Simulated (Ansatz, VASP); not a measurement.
**Two plane-wave programs on InSb3**

```
In Sb
1.0
     0.00000    3.72792    3.72792
     3.72792    0.00000    3.72792
     3.72792    3.72792    0.00000
In Sb
1 3
Direct
  0.00000 0.00000 0.00000
  0.25000 0.25000 0.25000
  0.75000 0.75000 0.75000
  0.50000 0.50000 0.50000
```

Alike in both runs: task relaxation of cell and atoms; functional PBE; k mesh 10 × 10 × 10; occupations gaussian, width 0.1 eV; no spin polarisation.

|  | VASP | Ansatz |
| --- | --- | --- |
| version | VASP 6.6.1 | Ansatz 0.2.0 |
| potentials or method | VASP PAW PBE potentials, release 64 (In_d, Sb) | scalar-relativistic, plane waves, PAW |
| plane-wave cutoff (eV) | 600 | 420 |
| valence electrons in the cell | 28 | 58 |

```tsv
	VASP	Ansatz	Ansatz less VASP
gap on the k mesh at the Fermi level, each at its own relaxed structure (eV)	none	none	-
relaxed volume (Å³/atom)	27.20	27.25	+0.054
relaxed cell length with the largest relative difference (Å)	5.358	5.362	+0.0036
energy change over the relaxation (meV/atom)	-11	-12	-0.7
```

A gap of «none» marks a metal or a gap that the smearing closes. The two sets of potentials don't hold the same shells in valence.

Caveats: the bands computed are all filled at some k points, so no gap is given. The runs have no spin-orbit coupling, so splittings on Sb are missing.
